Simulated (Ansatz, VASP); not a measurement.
**Al: VASP beside Ansatz**

```
Al
1.0
     1.46024    2.52922    0.00000
    -2.92049    0.00000    0.00000
     0.00000    0.00000   29.33286
Al
4
Direct
  0.66667 0.33333 0.54685
  0.33333 0.66667 0.62478
  0.00000 0.00000 0.70409
  0.66667 0.33333 0.78312
```

Alike in both runs: task single point; functional PBE; k mesh 21 × 21 × 1; occupations methfessel-paxton of order 1, width 0.1 eV; no spin polarisation.

|  | VASP | Ansatz |
| --- | --- | --- |
| version | VASP 6.6.1 | Ansatz 0.2.0 |
| potentials or method | VASP PAW PBE potentials, release 64 (Al) | scalar-relativistic, plane waves, PAW |
| plane-wave cutoff (eV) | 520 | 420 |
| valence electrons in the cell | 12 | 12 |

```tsv
	VASP	Ansatz	Ansatz less VASP
gap on the k mesh at the Fermi level (eV)	none	none	-
rms of the force components (eV/Å)	0.064	0.064	-0.0002
```

Atom by atom the forces differ by 0.000 eV/Å (rms over components). A gap of «none» marks a metal or a gap that the smearing closes. Ansatz warned: «xc_potential_rough_in_thin_density».
